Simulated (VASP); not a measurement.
BaTiO3:

```
Ba Ti O
1.0
     2.82737    1.63238    2.31839
    -2.82737    1.63238    2.31839
     0.00000   -3.26476    2.31839
Ba Ti O
1 1 3
Direct
  0.00000 0.00000 0.00000
  0.48450 0.48450 0.48450
  0.50860 0.50860 0.01750
  0.01750 0.50860 0.50860
  0.50860 0.01750 0.50860
```

```yaml
Program: VASP 6.6.1
Task: relaxation of cell and atoms
Functional: LDA
Potentials_or_basis: VASP PAW LDA potentials, release 64 (Ba_sv, Ti_sv, O)
Cutoff: 600 eV
k_mesh: 7 × 7 × 7
Occupations: gaussian, width 0.03 eV
Spin: no spin polarisation
```

At the start: pressure -4.1 GPa; volume 12.84 Å³/atom.

Q: Where does the relaxation end?

A: Over 15 steps the energy falls by 6.1 meV/atom and the volume is 12.42 Å³/atom (-3.2 %); space group R3m (No. 160, to 0.05 Å).

The path:
| step | energy change (eV) | largest force (eV/Å) | pressure (GPa) | volume (Å³) |
| --- | --- | --- | --- | --- |
| 1 | 0.0000 | 0.1429 | -4.07 | 64.20 |
| 2 | -0.0014 | 0.5375 | 4.62 | 61.22 |
| 3 | -0.0205 | 0.3218 | 0.15 | 62.66 |
| 4 | -0.0278 | 0.1683 | 0.11 | 62.37 |
| 5 | -0.0293 | 0.0737 | 0.21 | 62.15 |
| 6 | -0.0294 | 0.0783 | 0.23 | 62.16 |
| 7 | -0.0300 | 0.0385 | -0.33 | 62.31 |
| 8 | -0.0300 | 0.0379 | -0.37 | 62.33 |
| 9 | -0.0304 | 0.0275 | -0.09 | 62.21 |
| 10 | -0.0304 | 0.0266 | -0.02 | 62.17 |
| 11 | -0.0304 | 0.0294 | 0.04 | 62.16 |
| 12 | -0.0306 | 0.0223 | 0.03 | 62.14 |
| 13 | -0.0306 | 0.0141 | 0.02 | 62.10 |
| 14 | -0.0306 | 0.0150 | 0.02 | 62.11 |
| 15 | -0.0307 | 0.0019 | -0.05 | 62.12 |

Final structure:
```
Ba Ti O
1.0
     2.79905    1.61603    2.28899
    -2.79905    1.61603    2.28899
     0.00000   -3.23207    2.28899
Ba Ti O
1 1 3
Direct
  0.99965 0.99965 0.99965
  0.49059 0.49059 0.49059
  0.50809 0.50809 0.01277
  0.01277 0.50809 0.50809
  0.50809 0.01277 0.50809
```
